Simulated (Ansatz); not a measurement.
**Equation of state of V**

```yaml
crystal:
  lattice:
    - [0.00000, 1.90829, 1.90829]
    - [1.90829, 0.00000, 1.90829]
    - [1.90829, 1.90829, 0.00000]
  atoms:
    - { symbol: V, position: [0.00000, 0.00000, 0.00000] }
```

The conventional cell has a = 3.817 Å, b = 3.817 Å, c = 3.817 Å, α = 90.00°, β = 90.00°, γ = 90.00°. V (atom 1) is surrounded by 12 V at 2.70 Å.

The structure comes from a relaxation in the same program, started in the fcc type, and has space group Fm-3m. Whether it is a known phase or the ground state wasn't checked.

Methods: DFT, PBE, all-electron LAPW, scalar-relativistic (Ansatz 0.2.0); DFT, PBE, PAW with Ansatz's default frozen-core files, scalar-relativistic (Ansatz 0.2.0).

For LAPW: a Γ-centred 19×19×19 k mesh, Fermi–Dirac smearing of 0.05 eV, basis error target 1 meV/atom, spin-polarised from start moments V 1.5 μB (the moments died away, and the run ended non-magnetic). PAW takes a cutoff of 420 eV at this cell. The Ansatz runs share mesh, smearing and spin set-up. Plane-wave (PAW) pressures include the program's estimate of the Pulay term.

The cell above is scaled evenly, with fractional coordinates and shape held.

Problem. Estimate the equilibrium volume and bulk modulus that full-potential LAPW gives for this fixed shape.

Solution. V0 = 13.90 Å³/atom, B0 = 176 GPa, B0′ = 3.9, from a third-order Birch–Murnaghan fit to these pressures:
| V/V(cell) | V (Å³/atom) | P, LAPW (GPa) | P, PAW (GPa) |
| --- | --- | --- | --- |
| 0.9500 | 13.203 | 10.01 | 10.05 |
| 0.9750 | 13.551 | 4.71 | 4.74 |
| 1.0000 | 13.898 | 0.02 | 0.04 |
| 1.0250 | 14.246 | -4.14 | -4.12 |
| 1.0500 | 14.593 | -7.81 | -7.80 |

PAW's V0 lies 0.01 % from the all-electron value and its B0 0.2 %. Symmetry fixes shape and coordinates here, so this is the relaxed modulus.
